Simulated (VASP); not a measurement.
# KCl (Sylvite) (Fm-3m) in VASP: notebook

One crystal, KCl (Sylvite), is run at these levels: PBEsol, r2SCAN, PBE; tasks: relaxation of the atoms, relaxation of cell and atoms.

All numbers are computed with VASP 6.6.1; they aren't measurements. Logs are shortened: lines on timing, memory, paths and dates and some standing lists are left out, and cuts for length are marked.

## 1. The structure

The structure is cubic, space group Fm-3m (No. 225). Conventional cell: a = 6.293 Å, b = 6.293 Å, c = 6.293 Å, α = 90.00°, β = 90.00°, γ = 90.00°. K (site symmetry m-3m) has 6 Cl at 3.15 Å as nearest neighbours. Cl (site symmetry m-3m) is surrounded by 6 K at 3.15 Å.

## 2. Relaxation of the atoms, PBEsol (a relaxed cell with its volume scaled by 1.06)

INCAR

```
SYSTEM = KCl
PREC = Accurate
ENCUT = 600
EDIFF = 1E-7
ISMEAR = 0
SIGMA = 0.03
LREAL = .False.
LASPH = .True.
NELM = 80
ALGO = Normal
ISIF = 2
LWAVE = .False.
LCHARG = .False.
GGA = PS
IBRION = 2
NSW = 40
EDIFFG = -0.01
```

KPOINTS

```
Automatic mesh
0
Gamma
  8 8 8
  0 0 0
```

POSCAR

```
KCl                                     
1.0
    0.0000000000      3.1883252384      3.1883252384
    3.1883252384      0.0000000000      3.1883252384
    3.1883252384      3.1883252384      0.0000000000
  K               Cl            
     1     1
Direct
     0.0000000000000000    0.0000000000000000    0.0000000000000000
     0.5000000000000000    0.5000000000000000    0.5000000000000000
```

Potentials or basis: VASP PAW PBE potentials, release 64 (K_sv, Cl).

Command:

```
$ cat potpaw_PBE.64/K_sv/POTCAR potpaw_PBE.64/Cl/POTCAR > POTCAR
$ mpirun -np 1 vasp_std > vasp.out
```

OUTCAR:

```text
SYSTEM = KCl
   PREC = Accurate
   ENCUT = 600
   EDIFF = 1E-7
   ISMEAR = 0
   LREAL = .False.
   LASPH = .True.
   NELM = 80
   ISIF = 2
   GGA = PS
   IBRION = 2
   NSW = 40
   EDIFFG = -0.01

 ion  position               nearest neighbor table
   1  0.000  0.000  0.000-   2 3.19   2 3.19   2 3.19   2 3.19   2 3.19   2 3.19
   2  0.500  0.500  0.500-   1 3.19   1 3.19   1 3.19   1 3.19   1 3.19   1 3.19

  LATTYP: Found a face centered cubic cell.
 ALAT       =     6.3766504768

  Lattice vectors:

 A1 = (   0.0000000000,   3.1883252384,   3.1883252384)
 A2 = (   3.1883252384,   0.0000000000,   3.1883252384)
 A3 = (   3.1883252384,   3.1883252384,   0.0000000000)

Analysis of symmetry for initial positions (statically):
=====================================================================
 Subroutine PRICEL returns:
 Original cell was already a primitive cell.

 Routine SETGRP: Setting up the symmetry group for a
 face centered cubic supercell.

 Subroutine GETGRP returns: Found 48 space group operations
 (whereof 48 operations were pure point group operations)
 out of a pool of 48 trial point group operations.

The static configuration has the point symmetry O_h .

Analysis of symmetry for dynamics (positions and initial velocities):
=====================================================================
 Subroutine PRICEL returns:
 Original cell was already a primitive cell.

 Routine SETGRP: Setting up the symmetry group for a
 face centered cubic supercell.

 Subroutine GETGRP returns: Found 48 space group operations
 (whereof 48 operations were pure point group operations)
 out of a pool of 48 trial point group operations.

The dynamic configuration has the point symmetry O_h .

 Subroutine INISYM returns: Found 48 space group operations
 (whereof 48 operations are pure point group operations),
 and found     1 'primitive' translations

----------------------------------------------------------------------------------------

                                     Primitive cell

  volume of cell :      64.8213

  direct lattice vectors                    reciprocal lattice vectors
     0.000000000  3.188325238  3.188325238    -0.156822144  0.156822144  0.156822144
     3.188325238  0.000000000  3.188325238     0.156822144 -0.156822144  0.156822144
     3.188325238  3.188325238  0.000000000     0.156822144  0.156822144 -0.156822144

[... 93 lines left out ...]
   PSTRESS=    0.0 pullay stress
   NELECT =      16.0000    total number of electrons
   NUPDOWN=      -1.0000    fix difference up-down
   EMIN   =  10.00;   EMAX   =-10.00  energy-range for DOS
   EFERMI =   0.00;   METHOD = LEGACY
   ISMEAR =     0;   SIGMA  =   0.03  broadening in eV -4-tet -1-fermi 0-gaus
   EFERMI_NEDOS =   21; number of points for ismear=-14 and -15
   IALGO  =     38    algorithm
   IMIX   =      4    mixing-type and parameters
     AMIX     =   0.40;   BMIX     =  1.00
     AMIX_MAG =   1.60;   BMIX_MAG =  1.00
  volume/ion in A,a.u.               =      32.41       218.72
  Fermi-wavevector in a.u.,A,eV,Ry     =   1.026933  1.940622 14.348593  1.054592
  Thomas-Fermi vector in A             =   2.160852
   LORBIT       =      0    0 simple, 1 ext, 2 COOP (PROOUT), +10 PAW based schemes
   GGA     = PS    functional components
   LHFCALC =     F    Hartree Fock is set to
   AEXX    =    0.0000 exact exchange contribution
   IVDW    =     0    specifies the selected vdW correction
   LEPSILON=     F    determine dielectric tensor
   LRPA    =     F    only Hartree local field effects (RPA)
 conjugate gradient relaxation of ions
 non-spin polarized calculation
 Gauss-broadening in eV      SIGMA  =   0.03
  energy-cutoff  :      600.00
  volume of cell :       64.82
 maximum number of plane-waves:      2200
   NGX = 17   NGY = 17   NGZ = 17

 number of electron      15.9999998 magnetization

 Free energy of the ion-electron system (eV)
  ---------------------------------------------------
  ext. energy  EPLUGINS =         0.00000000
  ---------------------------------------------------
  free energy    TOTEN  =        -7.01198689 eV

  energy without entropy =       -7.01198689  energy(sigma->0) =       -7.01198689

 E-fermi :  -1.9111     XC(G=0):  -7.5495

 val. band max:       -2.0561161575   @ k =   0.0000   0.0000   0.0000
 cond. band min:       2.8451652971   @ k =   0.0000   0.0000   0.0000
 fundamental gap:      4.9012814546
 Fermi energy:        -1.9111214363

 k-point     1 :       0.0000    0.0000    0.0000
  band No.  band energies     occupation
      1     -29.1991      2.00000
      2     -14.1030      2.00000
      3     -12.7243      2.00000
      4     -12.7243      2.00000
      5     -12.7243      2.00000
      6      -2.0561      2.00000
      7      -2.0561      2.00000
      8      -2.0561      2.00000
      9       2.8452      0.00000
     10       6.2208      0.00000
     11       6.2208      0.00000
     12       6.2208      0.00000
[... 331 lines left out ...]
 k-point    24 :      -0.3750    0.2500    0.1250
  band No.  band energies     occupation
      1     -29.1887      2.00000
      2     -14.1900      2.00000
      3     -12.7729      2.00000
      4     -12.7536      2.00000
      5     -12.5887      2.00000
      6      -2.8684      2.00000
      7      -2.4426      2.00000
      8      -2.3689      2.00000
      9       5.5600      0.00000
     10       6.0671      0.00000
     11       7.7440      0.00000
     12       7.8783      0.00000

 [... further k-points ...]

------------------------ aborting loop because EDIFF is reached ----------------------------------------

  FORCE on cell =-STRESS in cart. coord.  units (eV):
  Direction    XX          YY          ZZ          XY          YZ          ZX
  --------------------------------------------------------------------------------------
  -------------------------------------------------------------------------------------
  Total       -0.3790189     -0.3790189     -0.3790189     -0.0000000     -0.0000000      0.0000000
  in kB       -9.3681446     -9.3681446     -9.3681446     -0.0000000     -0.0000000      0.0000000
  external PRESSURE =      -9.3681446 kB  Pullay stress =       0.0000000 kB

 VOLUME and BASIS-vectors are now :
 -----------------------------------------------------------------------------
  energy-cutoff  :      600.00
  volume of cell :       64.82
      direct lattice vectors                 reciprocal lattice vectors
     0.000000000  3.188325238  3.188325238    -0.156822144  0.156822144  0.156822144
     3.188325238  0.000000000  3.188325238     0.156822144 -0.156822144  0.156822144
     3.188325238  3.188325238  0.000000000     0.156822144  0.156822144 -0.156822144

 POSITION                                       TOTAL-FORCE (eV/Angst)
 -----------------------------------------------------------------------------------
      0.00000      0.00000      0.00000        -0.000000     -0.000000      0.000000
      3.18833      3.18833      3.18833         0.000000      0.000000     -0.000000
 -----------------------------------------------------------------------------------
    total drift:                                0.000000      0.000000      0.000000

  FREE ENERGIE OF THE ION-ELECTRON SYSTEM (eV)
  ---------------------------------------------------
  free  energy   TOTEN  =        -7.0119868937 eV

  energy  without entropy=       -7.0119868937  energy(sigma->0) =       -7.01198689

 reached required accuracy - stopping structural energy minimisation
```

Run time: 12 s. Hardware: 1 thread of Intel Xeon 6975P-C (Granite Rapids), shared host; peak memory 0.21 GiB.

Results:

```
Free energy             : -7.0120 eV
Pressure after relaxing : -0.9 GPa
Band gap on the k mesh  : 4.90 eV, direct
```

Final structure:
```xyz
2
Lattice="0.0000 3.1883 3.1883 3.1883 0.0000 3.1883 3.1883 3.1883 0.0000" Properties=species:S:1:pos:R:3 pbc="T T T"
K     0.0000    0.0000    0.0000
Cl    3.1883    3.1883    3.1883
```

Levels at points of the mesh, in eV from the valence-band top:
| k point | band 4 | band 5 | band 6 | band 7 | band 8 | band 9 | band 10 | band 11 | band 12 |
| --- | --- | --- | --- | --- | --- | --- | --- | --- | --- |
| (0.00, 0.00, 0.00) | -10.67 | -10.67 | 0.00 | 0.00 | 0.00 | 4.90 | 8.28 | 8.28 | 8.28 |
| (0.50, 0.00, 0.00) | -10.68 | -10.45 | -1.02 | -0.30 | -0.30 | 7.32 | 8.33 | 10.35 | 10.35 |
| (0.50, 0.50, 0.00) | -10.72 | -10.72 | -0.65 | -0.22 | -0.22 | 6.44 | 8.06 | 9.68 | 10.11 |

Caveat: the relaxation stopped at its first step, so nothing moved; the PAW data sets were made with another functional, which shifts forces and pressure a little.

## 3. Relaxation of cell and atoms, r2SCAN

INCAR

```
SYSTEM = KCl
  PREC = Accurate
  ENCUT = 600
  EDIFF = 1E-6
  ISMEAR = 0
  SIGMA = 0.03
  LREAL = .False.
  LASPH = .True.
  NELM = 80
  ALGO = Normal
  ISIF = 3
  LWAVE = .False.
  LCHARG = .False.
  METAGGA = R2SCAN
  LMIXTAU = .True.
  IBRION = 2
  NSW = 90
  EDIFFG = -0.01
```

KPOINTS is that of step 2.

POSCAR

```
KCl
1.0
    0.0000000000      3.1464700000      3.1464700000
    3.1464700000      0.0000000000      3.1464700000
    3.1464700000      3.1464700000      0.0000000000
K Cl
1 1
Direct
    0.0000000000      0.0000000000      0.0000000000
    0.5000000000      0.5000000000      0.5000000000
```

Potentials or basis: VASP PAW PBE potentials, release 64 (K_sv, Cl).

Command:

```
$ cat potpaw_PBE.64/K_sv/POTCAR potpaw_PBE.64/Cl/POTCAR > POTCAR
$ mpirun -np 1 vasp_std > vasp.out
```

Wall time 1.7 min (1 thread of Intel Xeon Platinum 8488C (Sapphire Rapids), shared host); peak memory 0.22 GiB.

It converged, with:

* Free energy: -16.5078 eV
* Pressure after relaxing: 0.0 GPa
* Band gap on the k mesh: 5.83 eV, direct

Final structure:
```cif
data_structure
_symmetry_space_group_name_H-M 'P 1'
_symmetry_Int_Tables_number 1
_cell_length_a 4.4498
_cell_length_b 4.4498
_cell_length_c 4.4498
_cell_angle_alpha 60.000
_cell_angle_beta 60.000
_cell_angle_gamma 60.000
_cell_volume 62.30
loop_
_atom_site_label
_atom_site_type_symbol
_atom_site_fract_x
_atom_site_fract_y
_atom_site_fract_z
_atom_site_occupancy
K1 K 0.00000 0.00000 0.00000 1
Cl1 Cl 0.50000 0.50000 0.50000 1
```

Levels at points of the mesh, in eV from the valence-band top:
```tsv
k point	band 6	band 7	band 8	band 9	band 10	band 11
(0.00, 0.00, 0.00)	0.00	0.00	0.00	5.83	9.03	9.03
(0.50, 0.00, 0.00)	-1.05	-0.32	-0.32	8.13	9.24	11.32
(0.50, 0.50, 0.00)	-0.67	-0.23	-0.23	7.03	9.21	10.69
```

Caveat: the relaxation stopped at its first step, so nothing moved; the PAW data sets were made with another functional, which shifts forces and pressure a little. r2SCAN opens gaps a little over a GGA but as a rule still falls short of measured ones.

(Part 1 of 2 ends here.)
